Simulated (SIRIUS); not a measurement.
# Zn (P-1) in SIRIUS: single point with PBEsol

Aim: the single point of Zn with PBEsol.

All numbers are computed with SIRIUS 7.10.0; they aren't measurements. Logs are shortened: lines on timing, memory, paths and dates and some standing lists are left out, and cuts for length are marked. The log counts tension as positive stress, the text compression.

**1. The cell of the first run**

The typed cell holds 1 atom: a = 2.665 Å, b = 2.733 Å, c = 2.823 Å, α = 113.36°, β = 107.16°, γ = 109.60°.

This isn't the form of Zn at room conditions, which is hcp.

**2. Single point, PBEsol (cell strained at random at fixed volume)**

sirius.json reads:

```json
{
  "control": {
    "processing_unit": "cpu",
    "verbosity": 2,
    "num_bands_to_print": 17,
    "print_forces": true,
    "print_stress": true
  },
  "parameters": {
    "electronic_structure_method": "pseudopotential",
    "xc_functionals": ["XC_GGA_X_PBE_SOL", "XC_GGA_C_PBE_SOL"],
    "gk_cutoff": 9.2,
    "pw_cutoff": 18.4,
    "ngridk": [12, 12, 12],
    "shiftk": [0, 0, 0],
    "smearing": "fermi_dirac",
    "smearing_width": 0.0018374661,
    "num_bands": 17,
    "num_mag_dims": 0,
    "num_dft_iter": 100,
    "energy_tol": 1e-08,
    "density_tol": 1e-06
  },
  "iterative_solver": {
    "type": "davidson",
    "min_tolerance": 1e-09,
    "tolerance_scale": [0.1, 0.25]
  },
  "mixer": {
    "type": "anderson",
    "beta": 0.7,
    "max_history": 8
  },
  "settings": {
    "tol_ne": 1e-10,
    "pseudo_grid_cutoff": 6.5
  },
  "unit_cell": {
    "lattice_vectors": [
      [-2.885874464235, 2.951243870338, 2.885432268322],
      [2.809023082199, -3.134638011281, 2.991975027228],
      [2.959021983067, 3.207787419839, -3.068826409264]
    ],
    "atom_coordinate_units": "lattice",
    "atom_types": ["Zn"],
    "atom_files": {
      "Zn": "Zn.json"
    },
    "atoms": {
      "Zn": [
        [0.01976, -0.004689, 0.010934]
      ]
    }
  }
}
```

Potentials or basis: PseudoDojo 0.4.1 PBEsol standard (scalar relativistic).

Launch:

```bash
$ upf_to_json Zn.upf
$ OMP_NUM_THREADS=1 sirius.scf --input=sirius.json --output=out.json --task=0
```

The program printed:

```text
[info] SIRIUS version : 7.10.0
[info] number of MPI ranks           : 1
[info] MPI grid                      : 1 1
[info] maximum number of OMP threads : 1
[fft] FFT context for density and potential
[fft] =====================================
[fft]   comm size                             : 1
[fft]   plane wave cutoff                     : 18.4
[fft]   grid size                             : 32 36 36   total : 41472
[fft]   grid limits                           : -15 16   -17 18   -17 18
[fft]   number of G-vectors within the cutoff : 5478
[fft]   local number of G-vectors             : 5478
[fft]   number of G-shells                    : 5478
[fft] FFT context for coarse grid
[fft] =====================================
[fft]   comm size                             : 1
[fft]   plane wave cutoff                     : 18.4
[fft]   grid size                             : 32 36 36   total : 41472
[fft]   grid limits                           : -15 16   -17 18   -17 18
[fft]   number of G-vectors within the cutoff : 5478
[fft]   local number of G-vectors             : 5478
[fft]   number of G-shells                    : 5478
[unit cell] lattice vectors
[unit cell]   a1 :      -2.8858744642      2.9512438703      2.8854322683
[unit cell]   a2 :       2.8090230822     -3.1346380113      2.9919750272
[unit cell]   a3 :       2.9590219831      3.2077874198     -3.0688264093
[unit cell] reciprocal lattice vectors
[unit cell]   b1 :       0.0013281173      1.0529533433      1.1019132286
[unit cell]   b2 :       1.1035099039      0.0191739032      1.0840677921
[unit cell]   b3 :       1.0771238989      1.0087222217      0.0455595796
[unit cell] unit cell volume :       104.26924156 [a.u.^3]
[unit cell] 1/sqrt(omega)    :         0.09793138
[unit cell] MT volume        :         0.00000000 ( 0.00%)
[unit cell] IT volume        :       104.26924156 (100.00%)
[unit cell] number of atom types : 1
[unit cell] type id : 0 symbol : Zn mt_radius :  13.110000 num_atoms : 1
[unit cell] total number of atoms : 1
[unit cell] number of symmetry classes : 1
[unit cell] number of PAW atoms : 0
[unit cell] atom id  type id  class id             position                      vector_field
[unit cell] ------------------------------------------------------------------------------------------
[unit cell]      0        0        0      0.01976  -0.00469   0.01093      0.00000   0.00000   0.00000
[unit cell] atom id         position (Cartesian, a.u.)
[unit cell] ---------------------------------------------
[unit cell]      0      -0.037842    0.108089    0.009432
[unit cell] class id : 0 atom id : 0
[unit cell] minimum bond length:     5.034083
[unit cell] total number of pseudo wave-functions: 10
[sym] space group number   : 2
[sym] international symbol : P-1
[sym] Hall symbol          : -P 1
[sym] space group transformation matrix :
[sym]   0.0000  0.0000  1.0000
[sym]  -1.0000  0.0000  1.0000
[sym]  -0.0000 -1.0000  1.0000
[... 180 lines left out ...]
[find] Efermi                         :       0.53758462
[find] iteration : 2, RMS : 9.410445206504e-04, energy difference : -5.981782254025e-04
[find] Hartree energy of density residual : 6.636546837346e-06
[find] | SCF iteration   3 out of 100|
[diagonalize] iterative solver tolerance (occupied, empty): 3.92116e-05 3.92116e-05
[diagonalize] average number of iterations: 1.66014
[find] Total energy                   :    -208.91245816 (Ha),    -417.82491633 (Ry)
[find] Free energy (E-TS)             :    -208.91255958 (Ha),    -417.82511917 (Ry)
[find] band gap (eV)                  :       0.00000000
[find] Efermi                         :       0.53735955
[find] iteration : 3, RMS : 1.961095647853e-04, energy difference : -2.010177243505e-05
[find] Hartree energy of density residual : 1.391596561982e-07
[find] | SCF iteration   4 out of 100|
[diagonalize] iterative solver tolerance (occupied, empty): 9.8029e-06 9.8029e-06
[... 38 lines left out ...]
[find] Free energy (E-TS)             :    -208.91256119 (Ha),    -417.82512239 (Ry)
[find] band gap (eV)                  :       0.00000000
[find] Efermi                         :       0.53739694
[find] iteration : 8, RMS : 2.688409828285e-07, energy difference : 9.782752385945e-11
[find] Hartree energy of density residual : 5.447730823428e-13
[find] | SCF iteration   9 out of 100|
[diagonalize] iterative solver tolerance (occupied, empty): 9.57315e-09 9.57315e-09
[diagonalize] average number of iterations: 1.96313
[find] Total energy                   :    -208.91245977 (Ha),    -417.82491954 (Ry)
[find] Free energy (E-TS)             :    -208.91256119 (Ha),    -417.82512239 (Ry)
[find] band gap (eV)                  :       0.00000000
[find] Efermi                         :       0.53739709
[find] iteration : 9, RMS : 1.971622417985e-07, energy difference : 3.771560841415e-11
[find] Hartree energy of density residual : 1.268147663878e-12
[find] bands are converged : true
[find] iterative solver converged : false
[find] +------------------------------+
[find] | SCF iteration  10 out of 100|
[find] +------------------------------+
[diagonalize] iterative solver tolerance (occupied, empty): 2.39329e-09 2.39329e-09
[diagonalize] average number of iterations: 1.98963
[diagonalize] Lowest band energies
[diagonalize] ik:    0   -4.103023   -2.423602   -2.423440   -2.423307    0.155099    0.250177    0.251261    0.259121    0.270791    0.273938    1.156224    1.219903    1.251054    1.272866    1.295174    1.308260    1.325146
[diagonalize] ik:    1   -4.103016   -2.423665   -2.423462   -2.423311    0.163497    0.251170    0.252794    0.258448    0.269845    0.273558    1.152919    1.159782    1.178861    1.226904    1.248504    1.280680    1.305720
[diagonalize] ik:    2   -4.102998   -2.423840   -2.423526   -2.423314    0.187710    0.252628    0.256188    0.259115    0.267781    0.272753    1.002026    1.094832    1.149059    1.182329    1.219686    1.233322    1.334166
[diagonalize] ik:    3   -4.102972   -2.424083   -2.423617   -2.423309    0.219688    0.252293    0.262777    0.267005    0.267292    0.271965    0.852324    1.031294    1.100076    1.142421    1.199087    1.253882    1.368535
[diagonalize] ik:    4   -4.102946   -2.424327   -2.423711   -2.423301    0.231656    0.249516    0.266768    0.271419    0.276285    0.307549    0.715212    0.981553    1.058583    1.113817    1.177691    1.307965    1.410509
[diagonalize] ...
[diagonalize] ik:  863   -4.102944   -2.424021   -2.423785   -2.423645    0.238014    0.251485    0.259258    0.266166    0.281567    0.465110    0.491463    0.875940    0.959908    1.209276    1.285562    1.296320    1.384328
[diagonalize] ik:  864   -4.102920   -2.424072   -2.423948   -2.423706    0.242009    0.248451    0.261427    0.266939    0.280649    0.504085    0.531093    0.812415    0.919901    1.076465    1.152575    1.421598    1.483317
[diagonalize] ik:  865   -4.102897   -2.424255   -2.424012   -2.423735    0.238959    0.240153    0.272054    0.273513    0.279878    0.551068    0.590160    0.762862    0.890415    0.952075    1.021464    1.557531    1.618441
[diagonalize] ik:  866   -4.102880   -2.424409   -2.424060   -2.423735    0.234665    0.235180    0.277893    0.280372    0.280991    0.608459    0.657712    0.731139    0.838577    0.880480    0.910980    1.667854    1.744111
[diagonalize] ik:  867   -4.102874   -2.424467   -2.424080   -2.423731    0.232970    0.233478    0.278118    0.282507    0.283837    0.647497    0.700389    0.720853    0.784322    0.853122    0.873743    1.678084    1.783572
[find] Charges and magnetic moments
[find] --------------------------------------------------------------------------------
[find] total charge          : 20.000000
[find] Energy
[find] --------------------------------------------------------------------------------
[find] valence_eval_sum               :     -19.37750240
[find] <rho|V^{XC}>                   :     -25.14438845
[find] <rho|E^{XC}>                   :     -22.22908623
[find] <mag|B^{XC}>                   :       0.00000000
[find] <rho|V^{H}>                    :     139.56479142
[find] one-electron contribution      :    -133.79790537 (Ha),    -267.59581075 (Ry)
[find] hartree contribution           :      69.78239571
[find] xc contribution                :     -22.22908623
[find] ewald contribution             :    -122.66785954
[find] PAW contribution               :       0.00000000
[find] smearing (-TS)                 :      -0.00010143
[find] SCF correction                 :      -0.00000433
[find] Total energy                   :    -208.91245977 (Ha),    -417.82491954 (Ry)
[find] Free energy (E-TS)             :    -208.91256119 (Ha),    -417.82512239 (Ry)
[find] band gap (eV)                  :       0.00000000
[find] Efermi                         :       0.53739703
[find] iteration : 10, RMS : 7.488074046354e-08, energy difference : -1.543298822071e-11
[find] Hartree energy of density residual : 8.234561080981e-14
[find] bands are converged : true
[find] iterative solver converged : true
[find] converged after 11 SCF iterations!
[find] Charges and magnetic moments
[find] --------------------------------------------------------------------------------
[find] total charge          : 20.000000
[find] Energy
[find] --------------------------------------------------------------------------------
[find] valence_eval_sum               :     -19.37750240
[find] <rho|V^{XC}>                   :     -25.14438845
[find] <rho|E^{XC}>                   :     -22.22908623
[find] <mag|B^{XC}>                   :       0.00000000
[find] <rho|V^{H}>                    :     139.56479142
[find] one-electron contribution      :    -133.79790537 (Ha),    -267.59581075 (Ry)
[find] hartree contribution           :      69.78239571
[find] xc contribution                :     -22.22908623
[find] ewald contribution             :    -122.66785954
[find] PAW contribution               :       0.00000000
[find] smearing (-TS)                 :      -0.00010143
[find] SCF correction                 :      -0.00000433
[find] Total energy                   :    -208.91245977 (Ha),    -417.82491954 (Ry)
[find] Free energy (E-TS)             :    -208.91256119 (Ha),    -417.82512239 (Ry)
[find] band gap (eV)                  :       0.00000000
[find] Efermi                         :       0.53739703
[ground_state] === stress tensor components [kbar] ===
[ground_state] === stress_kin ===
[ground_state] -173290.582685  -47.793685   30.231821
[ground_state]   -47.793685-173327.969559  132.826078
[ground_state]    30.231821  132.826078-173333.010645
[ground_state] === stress_har ===
[ground_state] -66305.477934 1011.899548 -869.194941
[ground_state]  1011.899548-65171.754364-3259.944964
[ground_state]  -869.194941-3259.944964-65423.470520
[ground_state] === stress_ewald ===
[ground_state] 114514.044556 1449.241394-1262.728686
[ground_state]  1449.241394115925.860862-4671.795775
[ground_state] -1262.728686-4671.795775115684.464645
[ground_state] === stress_vloc ===
[ground_state] 14080.454032-2446.238304 2119.151026
[ground_state] -2446.23830411519.895464 7886.730931
[ground_state]  2119.151026 7886.73093112030.444988
[ground_state] === stress_xc ===
[ground_state]  8602.714150    0.377388   -0.406199
[ground_state]     0.377388 8602.963504   -1.162891
[ground_state]    -0.406199   -1.162891 8602.884279
[ground_state] === stress_core ===
[ground_state] 10552.942497   -0.221267    0.152746
[ground_state]    -0.22126710552.457496    0.600605
[ground_state]     0.152746    0.60060510552.717318
[ground_state] === stress_nonloc ===
[ground_state] 91908.331166   26.459305  -18.924265
[ground_state]    26.45930591942.496975  -72.799062
[ground_state]   -18.924265  -72.79906291931.595888
[ground_state] === stress_us_nl ===
[ground_state] 91908.331166   26.459305  -18.924265
[ground_state]    26.45930591942.496975  -72.799062
[ground_state]   -18.924265  -72.79906291931.595888
[ground_state] === stress_total ===
[ground_state]    62.425781   -6.275621   -1.718497
[ground_state]    -6.275621   43.950378   14.454921
[ground_state]    -1.718497   14.454921   45.625953
[ground_state] ==== total Forces in Ha/bohr =====
[ground_state] atom:    0, force:       0.0000000      0.0000000      0.0000000
[... 8 lines left out ...]
[ground_state] ==== Ewald forces from ions =====
[ground_state] atom:    0, force:       0.0000000      0.0000000      0.0000000
[~DFT_ground_state] local op. applied: 354112
[~DFT_ground_state] evp. work count: 83115.7
[~DFT_ground_state] number of iterative solver steps: 21668
```

It took 5.4 min on 1 thread of Arm Neoverse V1, shared host; peak memory 1.6 GiB.

Results:

```
Free energy            : -5684.8004 eV
Pressure               : -5.1 GPa
Band gap on the k mesh : none (metal or under the smearing width)
```

Stress tensor (GPa, compression positive):
```
-6.24  0.63  0.17
 0.63 -4.40 -1.45
 0.17 -1.45 -4.56
```
